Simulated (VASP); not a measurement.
A run of VASP 6.6.1 is set up as follows.

File INCAR:

```
SYSTEM = SiGe3
ALGO = Normal
EDIFF = 1E-6
EDIFFG = -0.01
ENCUT = 600
GGA = PS
IBRION = 2
ISIF = 3
ISMEAR = 0
KPAR = 4
LASPH = .TRUE.
LCHARG = .FALSE.
LREAL = .FALSE.
LWAVE = .FALSE.
NELM = 80
NSW = 90
PREC = Accurate
SIGMA = 0.03
```

File KPOINTS:

```
k-points
0
G
  6 6 6
  0 0 0
```

The input POSCAR:

```
SiGe3
1.0
    5.6001450000      0.0000000000      0.0000000000
    0.0000000000     -5.6001450000      0.0000000000
    0.0000000000      0.0000000000     -5.6001450000
Si Ge
2 6
Direct
    0.0000000000      0.5000000000      0.5000000000
    0.2500000000      0.2500000000      0.2500000000
    0.5000000000      0.0000000000      0.5000000000
    0.5000000000      0.5000000000      0.0000000000
    0.0000000000      0.0000000000      0.0000000000
    0.7500000000      0.7500000000      0.2500000000
    0.7500000000      0.2500000000      0.7500000000
    0.2500000000      0.7500000000      0.7500000000
```

Potentials or basis: VASP PAW PBE potentials, release 64 (Si, Ge_d).

The run is started by

```sh
$ cat potpaw_PBE.64/Si/POTCAR potpaw_PBE.64/Ge_d/POTCAR > POTCAR
$ mpirun -np 4 vasp_std > vasp.out
```

Question: Estimate the relaxed cell.

Answer: a = 5.606 Å, b = 5.606 Å, c = 5.606 Å, α = 90.01°, β = 89.99°, γ = 89.99°.

Question: Estimate the space group after relaxing (to 0.05 Å).

Answer: R-3m (No. 166).

Question: Predict the relaxed volume.

Answer: 22.02 Å³/atom.

Question: Estimate the band gap on the k mesh.

Answer: 0.21 eV, indirect (least direct gap 0.48 eV).

Final structure:
```
CELL_PARAMETERS angstrom
5.60617 -0.00036 -0.00036
0.00036 -5.60617 0.00036
0.00036 0.00036 -5.60617
ATOMIC_POSITIONS crystal
Si 0.00266 0.49734 0.49734
Si 0.24734 0.25266 0.25266
Ge 0.49709 0.00291 0.49716
Ge 0.49709 0.49716 0.00291
Ge 0.00284 0.00291 0.00291
Ge 0.75291 0.74709 0.25284
Ge 0.75291 0.25284 0.74709
Ge 0.24716 0.74709 0.74709
```

Caveat: the PAW data sets were made with another functional, which shifts forces and pressure a little. A k mesh can miss the band edges.
